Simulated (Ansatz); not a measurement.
MgSe (Fm-3m) from a database structure (r2SCAN geometry), in Ansatz:

```cif
data_structure
_symmetry_space_group_name_H-M 'Fm-3m'
_symmetry_Int_Tables_number 225
_cell_length_a 5.4725
_cell_length_b 5.4725
_cell_length_c 5.4725
_cell_angle_alpha 90.000
_cell_angle_beta 90.000
_cell_angle_gamma 90.000
_cell_volume 163.90
loop_
_atom_site_label
_atom_site_type_symbol
_atom_site_symmetry_multiplicity
_atom_site_Wyckoff_symbol
_atom_site_fract_x
_atom_site_fract_y
_atom_site_fract_z
_atom_site_occupancy
Mg1 Mg 4 a 0.00000 0.00000 0.00000 1
Se1 Se 4 b 0.50000 0.00000 0.00000 1
```

G0W0@PBE with 303 empty bands, a screening cutoff of 220 eV and a 6×6×6 mesh (PAW, contour deformation) gives 3.067 eV over the mesh points, from a PBE gap of 1.802 eV; it sums over 316 bands with 307 plane waves in the screening and a wave cutoff of 420 eV. The G0W0 figures hold for the stated bands, cutoff and mesh and aren't extrapolated. The values are computed, spin-unpolarised, and not measurements.

(1) Estimate the gap with starting point HSE06.

(2) Estimate the gap with empty bands 122, screening cutoff 120 eV.

(3) Estimate the gap with empty bands 557, screening cutoff 300 eV.

(4) Estimate the gap with starting point PBE0.

Answers

(1) 3.467 eV (+0.400 eV), from a Kohn-Sham gap of 2.656 eV.

(2) 2.925 eV (-0.142 eV), from a Kohn-Sham gap of 1.802 eV.

(3) 3.112 eV (+0.045 eV), from a Kohn-Sham gap of 1.802 eV.

(4) 3.656 eV (+0.589 eV), from a Kohn-Sham gap of 3.348 eV.

The runs are scalar-relativistic, without spin-orbit coupling.
